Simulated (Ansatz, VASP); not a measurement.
# Two plane-wave programs on TiSi

The input INCAR:

```
SYSTEM = TiSi
ALGO = Normal
EDIFF = 1E-7
ENCUT = 520
GGA = PS
ISIF = 2
ISMEAR = 0
LASPH = .TRUE.
LCHARG = .FALSE.
LREAL = .FALSE.
LWAVE = .FALSE.
NBANDS = 15
NELM = 60
PREC = Accurate
SIGMA = 0.05
```

KPOINTS

```
k-points
0
G
  6 6 6
  0 0 0
```

The input POSCAR:

```
TiSi
1.0
    0.0000000000      2.8352916987      2.8352916987
    2.8352916987      0.0000000000      2.8352916987
    2.8352916987      2.8352916987      0.0000000000
Ti Si
1 1
Direct
    0.0000000000      0.0000000000      0.0000000000
    0.2500000000      0.2500000000      0.2500000000
```

Input for Ansatz:

```yaml
crystal:
  lattice:
    - [0.0, 2.8352916987, 2.8352916987]
    - [2.8352916987, 0.0, 2.8352916987]
    - [2.8352916987, 2.8352916987, 0.0]
  atoms:
    - { symbol: Ti, position: [0.0, 0.0, 0.0] }
    - { symbol: Si, position: [0.25, 0.25, 0.25] }
basis:
  ecutwfc: 420
kpoints:
  mp_grid: { grid: [6, 6, 6] }
hamiltonian:
  xc: pbesol
scf:
  occupations: { method: gaussian, width: 0.05 }
output:
  forces: true
  stress: true
  eigenvalues: true
```

The cell comes from a database or a generator and needn't be the stable form of this composition.

Alike in both runs: task single point; functional PBEsol; k mesh 6 × 6 × 6; occupations gaussian, width 0.05 eV; no spin polarisation.

|  | VASP | Ansatz |
| --- | --- | --- |
| version | VASP 6.6.1 | Ansatz 0.2.0 |
| potentials or method | VASP PAW PBE potentials, release 64 (Ti_sv, Si) | scalar-relativistic, plane waves, PAW |
| plane-wave cutoff (eV) | 520 | 420 |
| valence electrons in the cell | 16 | 16 |

|  | VASP | Ansatz | Ansatz less VASP |
| --- | --- | --- | --- |
| gap on the k mesh at the Fermi level (eV) | none | none | - |
| pressure (GPa) | 1.7 | 1.7 | -0.07 |

A gap of «none» marks a metal or a gap that the smearing closes.

Caveats: the PAW data sets were made with another functional, which shifts forces and pressure a little (VASP).
